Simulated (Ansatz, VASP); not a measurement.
One calculation of BaS, two programs

```
CELL_PARAMETERS angstrom
0.00000 3.20863 3.20863
3.20863 0.00000 3.20863
3.20863 3.20863 0.00000
ATOMIC_POSITIONS crystal
Ba 0.50000 0.50000 0.50000
S 0.00000 0.00000 0.00000
```

Alike in both runs: task single point; functional PBE; k mesh 10 × 10 × 10; occupations gaussian, width 0.05 eV; no spin polarisation.

|  | VASP | Ansatz |
| --- | --- | --- |
| version | VASP 6.6.1 | Ansatz 0.2.0 |
| potentials or method | VASP PAW PBE potentials, release 64 (Ba_sv, S) | scalar-relativistic, plane waves, PAW |
| plane-wave cutoff (eV) | 520 | 420 |
| valence electrons in the cell | 16 | 16 |

|  | VASP | Ansatz | Ansatz less VASP |
| --- | --- | --- | --- |
| gap on the k mesh at the Fermi level (eV) | 2.13 | 2.23 | +0.096 |
| least direct gap on the mesh (eV) | 2.27 | 2.34 | +0.065 |
| pressure (GPa) | 0.8 | 0.2 | -0.56 |

Caveats: spin-orbit coupling is left out, which moves the levels of the heavy elements. As with any semilocal functional, this PBE gap is likely too small. A k mesh can miss the band edges.
